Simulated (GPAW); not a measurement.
# GaN (P6_3mc) in GPAW: relaxation of cell and atoms with MS2

Aim: the relaxation of cell and atoms of GaN with MS2.

All numbers are computed with GPAW 26.7.0; they aren't measurements. Logs are shortened: lines on timing, memory, paths and dates and some standing lists are left out, and cuts for length are marked. The log counts tension as positive stress, the text compression.

### 1 Starting point

Symmetry: P6_3mc, No. 186, hexagonal system. Conventional cell: a = 3.180 Å, b = 3.180 Å, c = 5.166 Å, α = 90.00°, β = 90.00°, γ = 120.00°. Ga (site symmetry 3m) has 4 N at 1.94 to 1.95 Å as nearest neighbours. N (site symmetry 3m) is surrounded by 4 Ga at 1.94 to 1.95 Å.

### 2 Relaxation of cell and atoms, MS2

Contents of run.py:

```python
from ase.filters import FrechetCellFilter
from ase.io import read, write
from ase.optimize import BFGS
from gpaw import GPAW, PW

atoms = read('GaN.cif')

calc = GPAW(mode=PW(800),
            xc='MGGA_X_MS2+GGA_C_REGTPSS',
            kpts={'size': (7, 7, 4), 'gamma': True},
            occupations={'name': 'fermi-dirac', 'width': 0.05},
            nbands=18,
            convergence={'density': 1e-06, 'energy': 1e-06, 'eigenstates': 1e-10},
            maxiter=150,
            txt='gpaw.txt')
atoms.calc = calc
opt = BFGS(FrechetCellFilter(atoms), trajectory='relax.traj', logfile='-')
done = opt.run(fmax=0.01, steps=40)
calc.write('gs.gpw')
write('result.traj', atoms)
print('Converged:', done)
print('Cell:', atoms.cell.cellpar().round(4))
print('Volume:', round(atoms.get_volume(), 4))
print(atoms.get_scaled_positions().round(5))
```

Contents of GaN.cif:

```cif
data_GaN
_cell_length_a 3.18000000
_cell_length_b 3.18000000
_cell_length_c 5.16600000
_cell_angle_alpha 90.00000000
_cell_angle_beta 90.00000000
_cell_angle_gamma 120.00000000
_space_group_name_H-M_alt 'P6_3mc'
_space_group_name_Hall 'P 6c -2c'
_space_group_IT_number 186
loop_
_space_group_symop_operation_xyz
'x,y,z'
'x-y,x,z+1/2'
'-y,x-y,z'
'-x,-y,z+1/2'
'-x+y,-x,z'
'y,-x+y,z+1/2'
'y,x,z+1/2'
'x,x-y,z'
'x-y,-y,z+1/2'
'-y,-x,z'
'-x,-x+y,z+1/2'
'-x+y,y,z'
loop_
_atom_site_label
_atom_site_type_symbol
_atom_site_symmetry_multiplicity
_atom_site_Wyckoff_symbol
_atom_site_fract_x
_atom_site_fract_y
_atom_site_fract_z
_atom_site_occupancy
Ga1 Ga 2 b 0.6666666667 0.3333333333 0.5000000000 1
N1 N 2 b 0.6666666667 0.3333333333 0.8750000000 1
```

Potentials or basis: GPAW PAW data sets (gpaw-data 1.2.1), pw.

Launch:

```console
$ OMP_NUM_THREADS=1 python run.py
```

gpaw.txt:

```text
__  _  _
 | _ |_)|_||  |
 |__||  | ||/\| - 26.7.0

Input parameters:
  mode=PW(ecut=800.0),
  convergence={'density': 1e-06, 'energy': 1e-06, 'eigenstates': 1e-10},
  kpts=MonkhorstPack(size=(7, 7, 4), gamma=True),
  maxiter=150,
  nbands=18,
  occupations=Occupations(name='fermi-dirac', width=0.05),
  xc=XC(name='MGGA_X_MS2+GGA_C_REGTPSS')

Diagonalizing LCAO Hamiltonian
Converting LCAO to pw mode

           N

           Ga
        N

        Ga

Atoms  # Å, Bohr magnetons
|   | symbol |        x |        y |        z |    initial magnetic moments |
|---|--------|----------|----------|----------|-----------------------------|
| 0 |     Ga | 1.590000 | 0.917987 | 2.583000 | ( 0.0000,  0.0000,  0.0000) |
| 1 |     Ga | 0.000000 | 1.835974 | 0.000000 | ( 0.0000,  0.0000,  0.0000) |
| 2 |      N | 1.590000 | 0.917987 | 4.520250 | ( 0.0000,  0.0000,  0.0000) |
| 3 |      N | 0.000000 | 1.835974 | 1.937250 | ( 0.0000,  0.0000,  0.0000) |

Unit cell  # Å
| periodic |         x |        y |        z |  lengths |     angles |
|----------|-----------|----------|----------|----------|------------|
|      yes |  3.180000 | 0.000000 | 0.000000 | 3.180000 |  90.000000 |
|      yes | -1.590000 | 2.753961 | 0.000000 | 3.180000 |  90.000000 |
|      yes |  0.000000 | 0.000000 | 5.166000 | 5.166000 | 120.000000 |

Number of symmetries: 6
Symmetry operations  # r_c * U_cc + t_c -> r_c
|   | kind |            matrix            |
|---|------|------------------------------|
| 0 |  σ   |  1, 1, 0,  0,-1, 0,  0, 0, 1 |
| 1 |  E   |  1, 0, 0,  0, 1, 0,  0, 0, 1 |
| 2 |  C3  |  0, 1, 0, -1,-1, 0,  0, 0, 1 |
| 3 |  σ   |  0,-1, 0, -1, 0, 0,  0, 0, 1 |
| 4 |  σ   | -1, 0, 0,  1, 1, 0,  0, 0, 1 |
| 5 |  C3  | -1,-1, 0,  1, 0, 0,  0, 0, 1 |
[... 190 lines left out ...]
Gap: 2.089 eV
Transition (v -> c):
  (s=0, k=0, n=7, [0.00, 0.00, 0.00]) -> (s=0, k=0, n=8, [0.00, 0.00, 0.00])
No difference between direct/indirect transitions

Stress tensor  # eV/Ang^3
|         x |         y |         z |
|-----------|-----------|-----------|
| -0.057205 |  0.000000 |  0.000000 |
|  0.000000 | -0.057205 |  0.000000 |
|  0.000000 |  0.000000 | -0.070454 |

Forces  # eV/Ang
|        x |       y |        z |
|----------|---------|----------|
| -0.00000 | 0.00000 | -0.18480 |  # Ga   0
|  0.00000 | 0.00000 | -0.18983 |  # Ga   1
|  0.00000 | 0.00000 |  0.20508 |  # N    2
|  0.00000 | 0.00000 |  0.16762 |  # N    3

Interpolating wave functions to new cell

           N

           Ga
        N

        Ga

Atoms  # Å, Bohr magnetons
|   | symbol |        x |        y |         z |    initial magnetic moments |
|---|--------|----------|----------|-----------|-----------------------------|
| 0 |     Ga | 1.593678 | 0.920111 |  2.587714 | ( 0.0000,  0.0000,  0.0000) |
| 1 |     Ga | 0.000000 | 1.840221 | -0.002720 | ( 0.0000,  0.0000,  0.0000) |
| 2 |      N | 1.593678 | 0.920111 |  4.536071 | ( 0.0000,  0.0000,  0.0000) |
| 3 |      N | 0.000000 | 1.840221 |  1.945173 | ( 0.0000,  0.0000,  0.0000) |

Unit cell  # Å
| periodic |         x |         y |         z |  lengths |     angles |
|----------|-----------|-----------|-----------|----------|------------|
|      yes |  3.187357 | -0.000000 | -0.000000 | 3.187357 |  90.000000 |
|      yes | -1.593678 |  2.760332 | -0.000000 | 3.187357 |  90.000000 |
|      yes |  0.000000 | -0.000000 |  5.180723 | 5.180723 | 120.000000 |

Number of symmetries: 6
Symmetry operations  # r_c * U_cc + t_c -> r_c
|   | kind |            matrix            |
|---|------|------------------------------|
| 0 |  σ   |  1, 1, 0,  0,-1, 0,  0, 0, 1 |
| 1 |  E   |  1, 0, 0,  0, 1, 0,  0, 0, 1 |
| 2 |  C3  |  0, 1, 0, -1,-1, 0,  0, 0, 1 |
| 3 |  σ   |  0,-1, 0, -1, 0, 0,  0, 0, 1 |
| 4 |  σ   | -1, 0, 0,  1, 1, 0,  0, 0, 1 |
| 5 |  C3  | -1,-1, 0,  1, 0, 0,  0, 0, 1 |
[... 191 lines left out ...]
Gap: 2.043 eV
Transition (v -> c):
  (s=0, k=0, n=7, [0.00, 0.00, 0.00]) -> (s=0, k=0, n=8, [0.00, 0.00, 0.00])
No difference between direct/indirect transitions

Stress tensor  # eV/Ang^3
|         x |         y |         z |
|-----------|-----------|-----------|
| -0.048388 |  0.000000 |  0.000000 |
|  0.000000 | -0.048388 | -0.000000 |
|  0.000000 | -0.000000 | -0.053668 |

Forces  # eV/Ang
|        x |        y |        z |
|----------|----------|----------|
| -0.00000 |  0.00000 | -0.08411 |  # Ga   0
|  0.00000 |  0.00000 | -0.08976 |  # Ga   1
| -0.00000 |  0.00000 |  0.09823 |  # N    2
| -0.00000 | -0.00000 |  0.07385 |  # N    3

Interpolating wave functions to new cell

           N

        N  Ga

        Ga

Atoms  # Å, Bohr magnetons
|   | symbol |        x |        y |         z |    initial magnetic moments |
|---|--------|----------|----------|-----------|-----------------------------|
| 0 |     Ga | 1.609270 | 0.929113 |  2.609645 | ( 0.0000,  0.0000,  0.0000) |
| 1 |     Ga | 0.000000 | 1.858225 | -0.009495 | ( 0.0000,  0.0000,  0.0000) |
| 2 |      N | 1.609270 | 0.929113 |  4.593011 | ( 0.0000,  0.0000,  0.0000) |
| 3 |      N | 0.000000 | 1.858225 |  1.972019 | ( 0.0000,  0.0000,  0.0000) |

Unit cell  # Å
| periodic |         x |        y |        z |  lengths |     angles |
|----------|-----------|----------|----------|----------|------------|
|      yes |  3.218540 | 0.000000 | 0.000000 | 3.218540 |  90.000000 |
|      yes | -1.609270 | 2.787338 | 0.000000 | 3.218540 |  90.000000 |
|      yes | -0.000000 | 0.000000 | 5.237335 | 5.237335 | 120.000000 |

Number of symmetries: 6
Symmetry operations  # r_c * U_cc + t_c -> r_c
|   | kind |            matrix            |
|---|------|------------------------------|
| 0 |  σ   |  1, 1, 0,  0,-1, 0,  0, 0, 1 |
| 1 |  E   |  1, 0, 0,  0, 1, 0,  0, 0, 1 |
| 2 |  C3  |  0, 1, 0, -1,-1, 0,  0, 0, 1 |
| 3 |  σ   |  0,-1, 0, -1, 0, 0,  0, 0, 1 |
| 4 |  σ   | -1, 0, 0,  1, 1, 0,  0, 0, 1 |
| 5 |  C3  | -1,-1, 0,  1, 0, 0,  0, 0, 1 |
[... 192 lines left out ...]
Gap: 1.837 eV
Transition (v -> c):
  (s=0, k=0, n=7, [0.00, 0.00, 0.00]) -> (s=0, k=0, n=8, [0.00, 0.00, 0.00])
No difference between direct/indirect transitions

Stress tensor  # eV/Ang^3
|         x |         y |         z |
|-----------|-----------|-----------|
| -0.010687 |  0.000000 |  0.000000 |
|  0.000000 | -0.010687 |  0.000000 |
|  0.000000 |  0.000000 | -0.001255 |

Forces  # eV/Ang
|        x |        y |        z |
|----------|----------|----------|
| -0.00000 | -0.00000 |  0.11643 |  # Ga   0
| -0.00000 |  0.00000 |  0.11743 |  # Ga   1
|  0.00000 | -0.00000 | -0.12366 |  # N    2
| -0.00000 |  0.00000 | -0.11158 |  # N    3

Interpolating wave functions to new cell

           N

        N  Ga

        Ga

Atoms  # Å, Bohr magnetons
|   | symbol |        x |        y |         z |    initial magnetic moments |
|---|--------|----------|----------|-----------|-----------------------------|
| 0 |     Ga | 1.611747 | 0.930542 |  2.613993 | ( 0.0000,  0.0000,  0.0000) |
| 1 |     Ga | 0.000000 | 1.861085 | -0.008449 | ( 0.0000,  0.0000,  0.0000) |
| 2 |      N | 1.611747 | 0.930542 |  4.597678 | ( 0.0000,  0.0000,  0.0000) |
| 3 |      N | 0.000000 | 1.861085 |  1.973397 | ( 0.0000,  0.0000,  0.0000) |

Unit cell  # Å
| periodic |         x |        y |         z |  lengths |     angles |
|----------|-----------|----------|-----------|----------|------------|
|      yes |  3.223493 | 0.000000 | -0.000000 | 3.223493 |  90.000000 |
|      yes | -1.611747 | 2.791627 | -0.000000 | 3.223493 |  90.000000 |
|      yes | -0.000000 | 0.000000 |  5.243892 | 5.243892 | 120.000000 |

Number of symmetries: 6
Symmetry operations  # r_c * U_cc + t_c -> r_c
|   | kind |            matrix            |
|---|------|------------------------------|
| 0 |  σ   |  1, 1, 0,  0,-1, 0,  0, 0, 1 |
| 1 |  E   |  1, 0, 0,  0, 1, 0,  0, 0, 1 |
| 2 |  C3  |  0, 1, 0, -1,-1, 0,  0, 0, 1 |
| 3 |  σ   |  0,-1, 0, -1, 0, 0,  0, 0, 1 |
| 4 |  σ   | -1, 0, 0,  1, 1, 0,  0, 0, 1 |
| 5 |  C3  | -1,-1, 0,  1, 0, 0,  0, 0, 1 |
[... 192 lines left out ...]
Gap: 1.809 eV
Transition (v -> c):
  (s=0, k=0, n=7, [0.00, 0.00, 0.00]) -> (s=0, k=0, n=8, [0.00, 0.00, 0.00])
No difference between direct/indirect transitions

Stress tensor  # eV/Ang^3
|         x |         y |         z |
|-----------|-----------|-----------|
| -0.003977 |  0.000000 |  0.000000 |
|  0.000000 | -0.003977 | -0.000000 |
|  0.000000 | -0.000000 |  0.002566 |

Forces  # eV/Ang
|        x |        y |        z |
|----------|----------|----------|
|  0.00000 |  0.00000 |  0.07948 |  # Ga   0
| -0.00000 |  0.00000 |  0.08106 |  # Ga   1
|  0.00000 | -0.00000 | -0.08642 |  # N    2
| -0.00000 |  0.00000 | -0.07524 |  # N    3

Interpolating wave functions to new cell

           N

        N  Ga

        Ga

Atoms  # Å, Bohr magnetons
|   | symbol |        x |        y |         z |    initial magnetic moments |
|---|--------|----------|----------|-----------|-----------------------------|
| 0 |     Ga | 1.612914 | 0.931216 |  2.616541 | ( 0.0000,  0.0000,  0.0000) |
| 1 |     Ga | 0.000000 | 1.862433 | -0.006628 | ( 0.0000,  0.0000,  0.0000) |
| 2 |      N | 1.612914 | 0.931216 |  4.597067 | ( 0.0000,  0.0000,  0.0000) |
| 3 |      N | 0.000000 | 1.862433 |  1.972243 | ( 0.0000,  0.0000,  0.0000) |

Unit cell  # Å
| periodic |         x |         y |         z |  lengths |     angles |
|----------|-----------|-----------|-----------|----------|------------|
|      yes |  3.225828 | -0.000000 | -0.000000 | 3.225828 |  90.000000 |
|      yes | -1.612914 |  2.793649 | -0.000000 | 3.225828 |  90.000000 |
|      yes | -0.000000 |  0.000000 |  5.245399 | 5.245399 | 120.000000 |

Number of symmetries: 6
Symmetry operations  # r_c * U_cc + t_c -> r_c
|   | kind |            matrix            |
|---|------|------------------------------|
| 0 |  σ   |  1, 1, 0,  0,-1, 0,  0, 0, 1 |
| 1 |  E   |  1, 0, 0,  0, 1, 0,  0, 0, 1 |
| 2 |  C3  |  0, 1, 0, -1,-1, 0,  0, 0, 1 |
| 3 |  σ   |  0,-1, 0, -1, 0, 0,  0, 0, 1 |
| 4 |  σ   | -1, 0, 0,  1, 1, 0,  0, 0, 1 |
| 5 |  C3  | -1,-1, 0,  1, 0, 0,  0, 0, 1 |
[... 192 lines left out ...]
Gap: 1.794 eV
Transition (v -> c):
  (s=0, k=0, n=7, [0.00, 0.00, 0.00]) -> (s=0, k=0, n=8, [0.00, 0.00, 0.00])
No difference between direct/indirect transitions

Stress tensor  # eV/Ang^3
|         x |         y |         z |
|-----------|-----------|-----------|
| -0.000301 |  0.000000 | -0.000000 |
|  0.000000 | -0.000301 | -0.000000 |
| -0.000000 | -0.000000 |  0.002038 |

Forces  # eV/Ang
|        x |        y |        z |
|----------|----------|----------|
|  0.00000 |  0.00000 |  0.02378 |  # Ga   0
| -0.00000 |  0.00000 |  0.02490 |  # Ga   1
|  0.00000 | -0.00000 | -0.02796 |  # N    2
| -0.00000 |  0.00000 | -0.02167 |  # N    3

Interpolating wave functions to new cell

           N

        N  Ga

        Ga

Atoms  # Å, Bohr magnetons
|   | symbol |        x |        y |         z |    initial magnetic moments |
|---|--------|----------|----------|-----------|-----------------------------|
| 0 |     Ga | 1.612924 | 0.931222 |  2.616787 | ( 0.0000,  0.0000,  0.0000) |
| 1 |     Ga | 0.000000 | 1.862444 | -0.005879 | ( 0.0000,  0.0000,  0.0000) |
| 2 |      N | 1.612924 | 0.931222 |  4.595411 | ( 0.0000,  0.0000,  0.0000) |
| 3 |      N | 0.000000 | 1.862444 |  1.971221 | ( 0.0000,  0.0000,  0.0000) |

Unit cell  # Å
| periodic |         x |        y |         z |  lengths |     angles |
|----------|-----------|----------|-----------|----------|------------|
|      yes |  3.225848 | 0.000000 |  0.000000 | 3.225848 |  90.000000 |
|      yes | -1.612924 | 2.793666 | -0.000000 | 3.225848 |  90.000000 |
|      yes | -0.000000 | 0.000000 |  5.244450 | 5.244450 | 120.000000 |

Number of symmetries: 6
Symmetry operations  # r_c * U_cc + t_c -> r_c
|   | kind |            matrix            |
|---|------|------------------------------|
| 0 |  σ   |  1, 1, 0,  0,-1, 0,  0, 0, 1 |
| 1 |  E   |  1, 0, 0,  0, 1, 0,  0, 0, 1 |
| 2 |  C3  |  0, 1, 0, -1,-1, 0,  0, 0, 1 |
| 3 |  σ   |  0,-1, 0, -1, 0, 0,  0, 0, 1 |
| 4 |  σ   | -1, 0, 0,  1, 1, 0,  0, 0, 1 |
| 5 |  C3  | -1,-1, 0,  1, 0, 0,  0, 0, 1 |
[... 192 lines left out ...]
Gap: 1.793 eV
Transition (v -> c):
  (s=0, k=0, n=7, [0.00, 0.00, 0.00]) -> (s=0, k=0, n=8, [0.00, 0.00, 0.00])
No difference between direct/indirect transitions

Stress tensor  # eV/Ang^3
|         x |        y |        z |
|-----------|----------|----------|
|  0.000063 | 0.000000 | 0.000000 |
| -0.000000 | 0.000063 | 0.000000 |
|  0.000000 | 0.000000 | 0.000692 |

Forces  # eV/Ang
|        x |       y |        z |
|----------|---------|----------|
|  0.00000 | 0.00000 |  0.00109 |  # Ga   0
| -0.00000 | 0.00000 |  0.00174 |  # Ga   1
|  0.00000 | 0.00000 | -0.00321 |  # N    2
| -0.00000 | 0.00000 | -0.00055 |  # N    3

# Writing to gs.gpw (mode='')
```

It took 13 min on 1 thread of Arm Neoverse V1, shared host; peak memory 0.5 GiB.

What came out:

| Property | Result |
| --- | --- |
| Free energy | -29.9938 eV |
| Relaxed volume | 11.82 Å³/atom |
| Relaxed cell | a = 3.226 Å, b = 3.226 Å, c = 5.244 Å, α = 90.00°, β = 90.00°, γ = 120.00° |
| Space group after relaxing (to 0.05 Å) | P6_3mc (No. 186) |
| Energy gained by relaxing | 17.3 meV/atom |
| Ionic steps | 6 |
| Pressure after relaxing | 0.0 GPa |
| Largest force after relaxing | 0.003 eV/Å |
| Band gap on the k mesh | 1.79 eV, direct |

Forces in eV/Å, atoms in the order of the input:
```
Ga   0.000  0.000  0.001
Ga   0.000  0.000  0.002
N    0.000  0.000 -0.003
N    0.000  0.000 -0.001
```

Stress tensor (GPa, compression positive):
```
-0.01  0.00  0.00
 0.00 -0.01  0.00
 0.00  0.00 -0.11
```

The path:
```csv
step,energy change (eV),largest force (eV/Å),pressure (GPa),volume (Å³)
1,0.0000,0.2051,9.87,45.24
2,-0.0222,0.0982,8.03,45.58
3,-0.0669,0.1237,1.21,46.98
4,-0.0684,0.0864,0.29,47.19
5,-0.0692,0.0280,-0.08,47.27
6,-0.0693,0.0032,-0.04,47.26
```

Final structure:
```xyz
4
Lattice="3.2258 0.0000 0.0000 -1.6129 2.7937 0.0000 0.0000 0.0000 5.2444" Properties=species:S:1:pos:R:3 pbc="T T T"
Ga    1.6129    0.9312    2.6168
Ga    0.0000    1.8624   -0.0059
N     1.6129    0.9312    4.5954
N     0.0000    1.8624    1.9712
```

Levels at points of the mesh, in eV from the valence-band top:
| k point | band 5 | band 6 | band 7 | band 8 | band 9 | band 10 | band 11 | band 12 |
| --- | --- | --- | --- | --- | --- | --- | --- | --- |
| (0.00, 0.00, 0.00) | -1.01 | -0.02 | 0.00 | 0.00 | 1.79 | 4.33 | 9.43 | 10.11 |
| (0.00, 0.00, 0.50) | -0.52 | -0.52 | -0.52 | -0.52 | 4.29 | 4.29 | 8.69 | 8.71 |

Caveat: the data sets keep Ga 3d, Li 1s and Be 1s frozen, and some such compounds lay over 1.5 % in volume off other programs; later steps reuse the first step's grids; the PAW data sets were made with another functional, which shifts forces and pressure a little.
